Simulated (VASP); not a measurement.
# F2 in VASP: a series of runs

One molecule, F2, is run at these levels: PBEsol, LDA, PBE, PBE+D3(BJ); tasks: relaxation of the atoms.

All numbers are computed with VASP 6.6.1; they aren't measurements. Logs are shortened: lines on timing, memory, paths and dates and some standing lists are left out, and cuts for length are marked.

## 1. The structure

The cell holds a molecule in a box, 2 atoms: a = 10.000 Å, b = 10.500 Å, c = 11.000 Å, α = 90.00°, β = 90.00°, γ = 90.00°.

## 2. Relaxation of the atoms, PBEsol

INCAR

```
ALGO     = Normal         # electronic algorithm
EDIFF    = 1E-7           # SCF threshold, eV
EDIFFG   = -0.005         # ionic threshold
ENCUT    = 520            # plane-wave cutoff, eV
GGA      = PS             # functional
IBRION   = 2              # ionic algorithm
ISIF     = 2              # what is computed and relaxed
ISMEAR   = 0              # smearing method
ISYM     = 0            
LASPH    = True           # aspherical terms in the spheres
LCHARG   = False          # write CHGCAR
LREAL    = False          # projectors in reciprocal space
LWAVE    = False          # write WAVECAR
NELM     = 100            # most SCF steps
NSW      = 90             # ionic steps
PREC     = Accurate       # precision mode
SIGMA    = 0.02           # smearing width, eV
```

KPOINTS

```
k-points
0
Gamma
  1 1 1
```

POSCAR

```
F
1.0
   10.0000000000      0.0000000000      0.0000000000
    0.0000000000     10.5000000000      0.0000000000
    0.0000000000      0.0000000000     11.0000000000
F
2
Direct
    0.5000000000      0.5000000000      0.4359090900
    0.5000000000      0.5000000000      0.5640909100
```

Potentials or basis: VASP PAW PBE potentials, release 64 (F).

Run with:

```sh
cat potpaw_PBE.64/F/POTCAR > POTCAR
mpirun -np 1 vasp_std > vasp.out
```

OUTCAR:

```text
EDIFF = 1E-7
   EDIFFG = -0.005
   ENCUT = 520
   GGA = PS
   IBRION = 2
   ISIF = 2
   ISMEAR = 0
   ISYM = 0
   LASPH = True
   LREAL = False
   NELM = 100
   NSW = 90
   PREC = Accurate

 ion  position               nearest neighbor table
   1  0.500  0.500  0.436-   2 1.41
   2  0.500  0.500  0.564-   1 1.41

IMPORTANT INFORMATION: All symmetrisations will be switched off!
NOSYMM: (Re-)initialisation of all symmetry stuff for point group C_1.

----------------------------------------------------------------------------------------

                                     Primitive cell

  volume of cell :    1155.0000

  direct lattice vectors                    reciprocal lattice vectors
    10.000000000  0.000000000  0.000000000     0.100000000  0.000000000  0.000000000
     0.000000000 10.500000000  0.000000000     0.000000000  0.095238095  0.000000000
     0.000000000  0.000000000 11.000000000     0.000000000  0.000000000  0.090909091

  length of vectors
    10.000000000 10.500000000 11.000000000     0.100000000  0.095238095  0.090909091

  position of ions in fractional coordinates (direct lattice)
     0.500000000  0.500000000  0.435909090
     0.500000000  0.500000000  0.564090910

  ion indices of the primitive-cell ions
   primitive index   ion index
                 1           1
                 2           2

----------------------------------------------------------------------------------------

 KPOINTS: k-points

Automatic generation of k-mesh.
 Grid dimensions read from file:
 generate k-points for:    1    1    1

 Generating k-lattice:

  Cartesian coordinates                     Fractional coordinates (reciprocal lattice)
     0.100000000  0.000000000  0.000000000     1.000000000  0.000000000  0.000000000
     0.000000000  0.095238095  0.000000000     0.000000000  1.000000000  0.000000000
     0.000000000  0.000000000  0.090909091     0.000000000  0.000000000  1.000000000

  Length of vectors
     0.100000000  0.095238095  0.090909091

  Shift w.r.t. Gamma in fractional coordinates (k-lattice)
     0.000000000  0.000000000  0.000000000

 Subroutine IBZKPT returns following result:
 ===========================================

 Found      1 irreducible k-points:

 Following reciprocal coordinates:
            Coordinates               Weight
  0.000000  0.000000  0.000000      1.000000
   k-points           NKPTS =      1   k-points in BZ     NKDIM =      1   number of bands    NBANDS=     11
   number of dos      NEDOS =    301   number of ions     NIONS =      2
   total plane-waves  NPLWV = 537600
   dimension x,y,z NGX =    80 NGY =   80 NGZ =   84
   dimension x,y,z NGXF=   160 NGYF=  160 NGZF=  168
   ions per type =               2
   NGX,Y,Z   is equivalent  to a cutoff of  13.30, 12.67, 12.70 a.u.
   NGXF,Y,Z  is equivalent  to a cutoff of  26.60, 25.33, 25.39 a.u.
 SYSTEM =  unknown system
   PREC   = accura    normal or accurate (medium, high low for compatibility)
   ISTART =      0    job   : 0-new  1-cont  2-samecut
   ICHARG =      2    charge: 1-file 2-atom 10-const
   ISPIN  =      1    spin polarized calculation?
   LNONCOLLINEAR =      F non collinear calculations
   LSORBIT =      F    spin-orbit coupling
   LASPH  =      T    aspherical Exc in radial PAW
   ENCUT  =  520.0 eV  38.22 Ry    6.18 a.u.  18.59 19.52 20.45*2*pi/ulx,y,z
   NELM   =    100;   NELMIN=  2; NELMDL= -5     # of ELM steps
   EDIFF  = 0.1E-06   stopping-criterion for ELM
   LREAL  =      F    real-space projection
   EDIFFG = -.5E-02   stopping-criterion for IOM
   NSW    =     90    number of steps for IOM
   IBRION =      2    ionic relax: 0-MD 1-quasi-New 2-CG
   NFREE  =      1    steps in history (QN), initial steepest desc. (CG)
   ISIF   =      2    stress and relaxation
   ISYM   =      0    0-nonsym 1-usesym 2-fastsym
   POTIM  = 0.5000    time-step for ionic-motion
   TEBEG  =    0.0;   TEEND  =   0.0 temperature during run
   PSTRESS=    0.0 pullay stress
   NELECT =      14.0000    total number of electrons
   NUPDOWN=      -1.0000    fix difference up-down
   EMIN   =  10.00;   EMAX   =-10.00  energy-range for DOS
   EFERMI =   0.00;   METHOD = LEGACY
   ISMEAR =     0;   SIGMA  =   0.02  broadening in eV -4-tet -1-fermi 0-gaus
   EFERMI_NEDOS =   21; number of points for ismear=-14 and -15
   IALGO  =     38    algorithm
   IMIX   =      4    mixing-type and parameters
     AMIX     =   0.40;   BMIX     =  1.00
     AMIX_MAG =   1.60;   BMIX_MAG =  1.00
  volume/ion in A,a.u.               =     577.50      3897.16
  Fermi-wavevector in a.u.,A,eV,Ry     =   0.376060  0.710650  1.924149  0.141421
  Thomas-Fermi vector in A             =   1.307622
   LORBIT       =      0    0 simple, 1 ext, 2 COOP (PROOUT), +10 PAW based schemes
   GGA     = PS    functional components
   LHFCALC =     F    Hartree Fock is set to
   AEXX    =    0.0000 exact exchange contribution
   IVDW    =     0    specifies the selected vdW correction
   LEPSILON=     F    determine dielectric tensor
   LRPA    =     F    only Hartree local field effects (RPA)
 conjugate gradient relaxation of ions
 non-spin polarized calculation
 Gauss-broadening in eV      SIGMA  =   0.02
  energy-cutoff  :      520.00
  volume of cell :     1155.00
 maximum number of plane-waves:     31095
 NGX is ok and might be reduce to    80
   NGX = 37   NGY = 39   NGZ = 41

--------------------------------------- Ionic step        1  -------------------------------------------

 number of electron      13.9999989 magnetization

 Free energy of the ion-electron system (eV)
  ---------------------------------------------------
  ext. energy  EPLUGINS =         0.00000000
  ---------------------------------------------------
  free energy    TOTEN  =        -3.86667102 eV

  energy without entropy =       -3.86667102  energy(sigma->0) =       -3.86667102

------------------------ aborting loop because EDIFF is reached ----------------------------------------

  FORCE on cell =-STRESS in cart. coord.  units (eV):
  Direction    XX          YY          ZZ          XY          YZ          ZX
  --------------------------------------------------------------------------------------
  -------------------------------------------------------------------------------------
  Total       -0.1194206     -0.1241668     -0.1255070      0.0000000      0.0000000      0.0000000
  in kB       -0.1656562     -0.1722400     -0.1740991      0.0000000      0.0000000      0.0000000
  external PRESSURE =      -0.1706651 kB  Pullay stress =       0.0000000 kB
[... 57 lines left out ...]
  energy  without entropy=       -3.8666355645  energy(sigma->0) =       -3.86663556

--------------------------------------- Ionic step        3  -------------------------------------------

 number of electron      13.9999989 magnetization

 Free energy of the ion-electron system (eV)
  ---------------------------------------------------
  ext. energy  EPLUGINS =         0.00000000
  ---------------------------------------------------
  free energy    TOTEN  =        -3.86667672 eV

  energy without entropy =       -3.86667672  energy(sigma->0) =       -3.86667672

 E-fermi :  -9.1069     XC(G=0):  -0.4479

 val. band max:       -9.2633936819   @ k =   0.0000   0.0000   0.0000
 cond. band min:      -5.7504042890   @ k =   0.0000   0.0000   0.0000
 fundamental gap:      3.5129893929
 Fermi energy:        -9.1069143937

 k-point     1 :       0.0000    0.0000    0.0000
  band No.  band energies     occupation
      1     -33.9026      2.00000
      2     -27.4140      2.00000
      3     -15.3455      2.00000
      4     -12.7124      2.00000
      5     -12.7124      2.00000
      6      -9.2634      2.00000
      7      -9.2634      2.00000
      8      -5.7504      0.00000
      9      -0.2311      0.00000
     10       1.0021      0.00000
     11       1.0250      0.00000
[... 27 lines left out ...]
  FREE ENERGIE OF THE ION-ELECTRON SYSTEM (eV)
  ---------------------------------------------------
  free  energy   TOTEN  =        -3.8666767234 eV

  energy  without entropy=       -3.8666767234  energy(sigma->0) =       -3.86667672

 reached required accuracy - stopping structural energy minimisation
```

OSZICAR:

```text
N       E                     dE             d eps       ncg     rms          rms(c)
DAV:   1     0.116339750339E+03    0.11634E+03   -0.36680E+03    38   0.680E+02
DAV:   2     0.184718799243E+02   -0.97868E+02   -0.96904E+02    44   0.168E+02
DAV:   3    -0.426726438480E+01   -0.22739E+02   -0.22096E+02    38   0.800E+01
[... 34 lines left out ...]
DAV:   2    -0.386665764315E+01    0.12773E-04   -0.12268E-04    25   0.122E-01    0.184E-02
DAV:   3    -0.386667123863E+01   -0.13595E-04   -0.39289E-06    25   0.215E-02    0.530E-03
DAV:   4    -0.386667555528E+01   -0.43166E-05   -0.20581E-07    25   0.496E-03    0.136E-03
DAV:   5    -0.386667666285E+01   -0.11076E-05   -0.30537E-08    22   0.179E-03    0.200E-04
DAV:   6    -0.386667672344E+01   -0.60591E-07   -0.22251E-10    14   0.482E-04
   3 F= -.38666767E+01 E0= -.38666767E+01  d E =-.570372E-05
```

It took 2.3 min on 1 thread of Intel Xeon 6975P-C (Granite Rapids), shared host; peak memory 1 GiB.

Results:

```
Free energy                     : -3.8667 eV
Energy gained by relaxing       : 0.0 meV/atom
Ionic steps                     : 3
Gap between the frontier levels : 3.51 eV
```

Final structure:
```
F
1.0
    10.00000    0.00000    0.00000
     0.00000   10.50000    0.00000
     0.00000    0.00000   11.00000
F
2
Direct
  0.50000 0.50000 0.43594
  0.50000 0.50000 0.56407
```

Caveat: the PAW data sets were made with another functional, which shifts forces and pressure a little. Expect the measured gap to be larger: semilocal functionals such as PBEsol lack the derivative discontinuity.

## 3. Relaxation of the atoms, LDA

INCAR: that of step 2 with these lines changed.

```diff
@@ -4,3 +4,3 @@
 ENCUT    = 520            # plane-wave cutoff, eV
-GGA      = PS             # functional
+GGA      = CA             # functional
 IBRION   = 2              # ionic algorithm
```

KPOINTS is that of step 2.

POSCAR is that of step 2.

Potentials or basis: VASP PAW LDA potentials, release 64 (F).

Run with:

```sh
cat potpaw_LDA.64/F/POTCAR > POTCAR
mpirun -np 1 vasp_std > vasp.out
```

Run time: 85 s. Hardware: 1 thread of Intel Xeon 6975P-C (Granite Rapids), shared host; peak memory 0.68 GiB.

The run converged. Its results:

* Free energy: -4.1037 eV
* Energy gained by relaxing: 1.2 meV/atom
* Ionic steps: 3
* Gap between the frontier levels: 3.51 eV

The path:
```
step  energy change (eV)  largest force (eV/Å)  pressure (GPa)
   1              0.0000                0.4284           -0.04
   2              0.0164                1.2971            0.07
   3             -0.0024                0.0008           -0.01
```

Final structure:
```
CELL_PARAMETERS angstrom
10.00000 0.00000 0.00000
0.00000 10.50000 0.00000
0.00000 0.00000 11.00000
ATOMIC_POSITIONS crystal
F 0.50000 0.50000 0.43642
F 0.50000 0.50000 0.56358
```

Levels at points of the mesh, in eV from the valence-band top:
```
           k point  band 3  band 4  band 5  band 6  band 7  band 8  band 9  band 10  band 11
(0.00, 0.00, 0.00)   -6.22   -3.57   -3.57    0.00    0.00    3.51    9.24    10.45    10.51
```

## 4. Relaxation of the atoms, PBE

INCAR: that of step 3 with these lines changed.

```diff
@@ -4,3 +4,3 @@
 ENCUT    = 520            # plane-wave cutoff, eV
-GGA      = CA             # functional
+GGA      = PE             # functional
 IBRION   = 2              # ionic algorithm
```

KPOINTS is that of step 3.

POSCAR is that of step 3.

Potentials or basis: VASP PAW PBE potentials, release 64 (F).

Run with:

```sh
cat potpaw_PBE.64/F/POTCAR > POTCAR
mpirun -np 1 vasp_std > vasp.out
```

It took 2.6 min on 1 thread of Intel Xeon 6975P-C (Granite Rapids), shared host; peak memory 1 GiB.

It converged, with:

| Item | Value |
| --- | --- |
| Free energy | -3.6184 eV |
| Energy gained by relaxing | 1.9 meV/atom |
| Ionic steps | 3 |
| Gap between the frontier levels | 3.41 eV |

Step by step:
```tsv
step	energy change (eV)	largest force (eV/Å)	pressure (GPa)
1	0.0000	0.5238	0.02
2	0.0173	1.1214	-0.09
3	-0.0037	0.0011	-0.01
```

Final structure:
```
F
1.0
    10.00000    0.00000    0.00000
     0.00000   10.50000    0.00000
     0.00000    0.00000   11.00000
F
2
Direct
  0.50000 0.50000 0.43525
  0.50000 0.50000 0.56475
```

Levels at points of the mesh, in eV from the valence-band top:
| k point | band 3 | band 4 | band 5 | band 6 | band 7 | band 8 | band 9 | band 10 | band 11 |
| --- | --- | --- | --- | --- | --- | --- | --- | --- | --- |
| (0.00, 0.00, 0.00) | -5.87 | -3.28 | -3.28 | 0.00 | 0.00 | 3.41 | 9.11 | 10.36 | 10.38 |

## 5. Relaxation of the atoms, PBE+D3(BJ)

INCAR: that of step 4 with these lines changed.

```diff
@@ -9,2 +9,3 @@
 ISYM     = 0            
+IVDW     = 12             # dispersion correction
 LASPH    = True           # aspherical terms in the spheres
```

KPOINTS is that of step 4.

POSCAR is that of step 4.

Potentials or basis: VASP PAW PBE potentials, release 64 (F).

Run with:

```sh
cat potpaw_PBE.64/F/POTCAR > POTCAR
mpirun -np 1 vasp_std > vasp.out
```

OUTCAR:

```text
EDIFF = 1E-7
   EDIFFG = -0.005
   ENCUT = 520
   GGA = PE
   IBRION = 2
   ISIF = 2
   ISMEAR = 0
   ISYM = 0
   IVDW = 12
   LASPH = True
   LREAL = False
   NELM = 100
   NSW = 90
   PREC = Accurate
 IVDW          = 12

 ion  position               nearest neighbor table
   1  0.500  0.500  0.436-   2 1.41
   2  0.500  0.500  0.564-   1 1.41

IMPORTANT INFORMATION: All symmetrisations will be switched off!
NOSYMM: (Re-)initialisation of all symmetry stuff for point group C_1.

----------------------------------------------------------------------------------------

                                     Primitive cell

  volume of cell :    1155.0000

  direct lattice vectors                    reciprocal lattice vectors
    10.000000000  0.000000000  0.000000000     0.100000000  0.000000000  0.000000000
[... 113 lines left out ...]
  energy without entropy =       -3.61462269  energy(sigma->0) =       -3.61462269

------------------------ aborting loop because EDIFF is reached ----------------------------------------

 Edisp (eV)   -0.00461

 E8    (eV) :    -0.0012
[... 71 lines left out ...]
--------------------------------------- Ionic step        3  -------------------------------------------

 number of electron      13.9999989 magnetization

 Free energy of the ion-electron system (eV)
  ---------------------------------------------------
  ext. energy  EPLUGINS =         0.00000000
  ---------------------------------------------------
  free energy    TOTEN  =        -3.61835227 eV

  energy without entropy =       -3.61835227  energy(sigma->0) =       -3.61835227

 E-fermi :  -9.2259     XC(G=0):  -0.4615

 val. band max:       -9.3866892804   @ k =   0.0000   0.0000   0.0000
 cond. band min:      -5.9795748587   @ k =   0.0000   0.0000   0.0000
 fundamental gap:      3.4071144217
 Fermi energy:        -9.2259336268

 k-point     1 :       0.0000    0.0000    0.0000
  band No.  band energies     occupation
      1     -33.7905      2.00000
      2     -27.6762      2.00000
      3     -15.2517      2.00000
      4     -12.6624      2.00000
      5     -12.6623      2.00000
      6      -9.3867      2.00000
      7      -9.3867      2.00000
      8      -5.9796      0.00000
      9      -0.2784      0.00000
     10       0.9684      0.00000
     11       0.9912      0.00000
[... 31 lines left out ...]
  FREE ENERGIE OF THE ION-ELECTRON SYSTEM (eV)
  ---------------------------------------------------
  free  energy   TOTEN  =        -3.6229666525 eV

  energy  without entropy=       -3.6229666525  energy(sigma->0) =       -3.62296665

 reached required accuracy - stopping structural energy minimisation
```

OSZICAR:

```text
N       E                     dE             d eps       ncg     rms          rms(c)
DAV:   1     0.117822821257E+03    0.11782E+03   -0.36757E+03    38   0.680E+02
DAV:   2     0.190066809791E+02   -0.98816E+02   -0.97875E+02    44   0.169E+02
DAV:   3    -0.393147121843E+01   -0.22938E+02   -0.22230E+02    44   0.809E+01
[... 48 lines left out ...]
DAV:  10    -0.361834918036E+01   -0.23687E-05   -0.25221E-08    33   0.994E-04    0.229E-04
DAV:  11    -0.361835154545E+01   -0.23651E-05   -0.40928E-08    25   0.118E-03    0.127E-04
DAV:  12    -0.361835180254E+01   -0.25709E-06    0.11306E-09    17   0.274E-04    0.743E-05
DAV:  13    -0.361835218918E+01   -0.38664E-06   -0.26728E-09    25   0.415E-04    0.518E-05
DAV:  14    -0.361835227115E+01   -0.81969E-07    0.17704E-09    17   0.177E-04
   3 F= -.36229667E+01 E0= -.36229667E+01  d E =-.373010E-02
```

Wall time 2.4 min (1 thread of Intel Xeon 6975P-C (Granite Rapids), shared host); peak memory 1 GiB.

What came out:

```yaml
Free_energy: -3.6230 eV
Energy_gained_by_relaxing: 1.9 meV/atom
Ionic_steps: 3
Gap_between_the_frontier_levels: 3.41 eV
Dispersion_energy_per_atom: -0.002 eV
```

The path:
```
step  energy change (eV)  largest force (eV/Å)  pressure (GPa)
   1              0.0000                0.5239            0.02
   2              0.0173                1.1213           -0.09
   3             -0.0037                0.0011           -0.01
```

Final structure:
```
F
1.0
    10.00000    0.00000    0.00000
     0.00000   10.50000    0.00000
     0.00000    0.00000   11.00000
F
2
Direct
  0.50000 0.50000 0.43525
  0.50000 0.50000 0.56475
```

Levels at points of the mesh, in eV from the valence-band top:
```csv
k point,band 4,band 5,band 6,band 7,band 8,band 9,band 10,band 11
"(0.00, 0.00, 0.00)",-3.28,-3.28,0.00,0.00,3.41,9.11,10.36,10.38
```

## 6. Overview

| level | potentials or basis | gap on the mesh (eV) |
| --- | --- | --- |
| PBEsol | VASP PAW PBE potentials, release 64 (F) | 3.51 |
| LDA | VASP PAW LDA potentials, release 64 (F) | 3.51 |
| PBE | VASP PAW PBE potentials, release 64 (F) | 3.41 |
| PBE+D3(BJ) | VASP PAW PBE potentials, release 64 (F) | 3.41 |

Alike in all rows: task relaxation of the atoms; no spin polarisation; cell atoms relaxed; k mesh 1 × 1 × 1; cutoff (eV) 520; smearing gaussian 0.02 eV.

Caveats: the PAW data sets were made with another functional, which shifts forces and pressure a little (some runs).

Absolute energies hang on the potentials; compare differences alone.
